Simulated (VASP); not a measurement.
Si64Ni (a cell with a defect), 65 atoms in the cell. The cell holds a defect, 65 atoms: a = 10.862 Å, b = 10.862 Å, c = 10.862 Å, α = 90.00°, β = 90.00°, γ = 90.00°. The cell was built by a generator and needn't be a form met in nature.

```yaml
Program: VASP 6.6.1
Task: relaxation of the atoms
Functional: LDA
Potentials_or_basis: VASP PAW LDA potentials, release 64 (Ni, Si)
Cutoff: 520 eV
k_mesh: 2 × 2 × 2
Occupations: gaussian, width 0.03 eV
Spin: no spin polarisation
Further_INCAR_settings: ALGO = Fast; EDIFF = 1e-06; IBRION = 2; EDIFFG = -0.01; NSW = 60
```

Potentials or basis: VASP PAW LDA potentials, release 64 (Ni, Si).

Command:

```console
$ cat potpaw_LDA.64/Ni/POTCAR potpaw_LDA.64/Si/POTCAR > POTCAR
$ mpirun -np 1 vasp_std > vasp.out
```

Hardware: 1 thread of Intel(R) Xeon(R) 6975P-C (Granite Rapids), on a shared host.

**Question.** How long does it take, and how much memory?

**Answer.** Run time: 2 h on 1 thread of Intel(R) Xeon(R) 6975P-C (Granite Rapids), with other jobs on the host, peak memory 1.2 GiB. Counts: scf iterations 70, k points 4, ion steps 8.
